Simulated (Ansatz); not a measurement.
This is a relaxation of cell and atoms with the plane-wave code Ansatz on ZnS (NiAs type); the level of theory is LDA. The starting cell comes from a relaxation with PBE.

```yaml
crystal:
  lattice:
    - [3.6241633936, 0.0, 0.0]
    - [-1.8120816968, 3.1386175663, 0.0]
    - [0.0, 0.0, 5.9139847468]
  atoms:
    - { symbol: Zn, position: [0.0, 0.0, 0.0] }
    - { symbol: Zn, position: [0.0, 0.0, 0.5] }
    - { symbol: S, position: [0.3333333333, 0.6666666667, 0.25] }
    - { symbol: S, position: [0.6666666667, 0.3333333333, 0.75] }
kpoints:
  mp_grid: { grid: [12, 12, 4] }
hamiltonian:
  xc: lda
scf:
  occupations: { method: fermi_dirac, width: 0.02 }
relax:
  f_tol: 0.005
  cell: {}
```

Some lines of the output have been replaced by numbered gaps.
```
Functional definition: SPW92
Crystal: 4 atoms, lattice volume = 67.271 Å³
[1]
Bands: 22, of which v1, the nominal top of the filled ones, is band 18 counted from 1 (17 counted from 0)
Symmetry: 24 space group operations
Space group: P63/mmc (ITA 194)
k-points: 57 of 576
relax step 1: F+E_penalty+E_count = -8233.54506214 eV  P = -7.199 GPa  Ω = 67.271 Å³
--- Relaxed structure (4 steps of the walk, 4 accepted, 1 SCFs on fresh bases) ---
[2]
```

Q: Give the withheld lines. They hold the relaxed structure, cutoff and plane waves at Γ.

A:
```
[1]
Basis set: ecut = 420 eV, 1303 PW (Γ)
[2]
  F+E_penalty+E_count = -8233.67079815 eV
  cell:  # Å, volume = 62.0847 Å³
    - [3.530256, 0.000000, 0.000000]
    - [-1.765128, 3.057291, 0.000000]
    - [0.000000, 0.000000, 5.752302]
  atoms:
    - { symbol: Zn, position: [0.000000, 0.000000, 0.000000] }
    - { symbol: Zn, position: [0.000000, 0.000000, 0.500000] }
    - { symbol: S, position: [0.333333, 0.666667, 0.250000] }
    - { symbol: S, position: [0.666667, 0.333333, 0.750000] }
```
Only the leading digits can be foreseen; the rest is this run's record.

The walk took 4 steps and changed the volume by -7.7 %. The last SCF, on a fresh basis, lies 31.4 meV an atom below the first. Final cell: space group P6_3/mmc (No. 194), hexagonal; a = 3.530 Å, c = 5.752 Å in the conventional setting, 15.52 Å³ an atom. Zn is surrounded by 6 S at 2.49 Å; S is surrounded by 6 Zn at 2.49 Å.

Run as `ansatz run input.yaml --threads 2 --pin off --max-ram 2211MiB --backend cpu --events-out ev --progress --plain --runs-dir out`. Wall time 19 s on 2 threads of Arm Neoverse N1, on a shared host; peak host memory 0.37 GiB.

Values at 0 K without nuclear motion; spin polarisation is off, and the phase may be a hypothetical one.
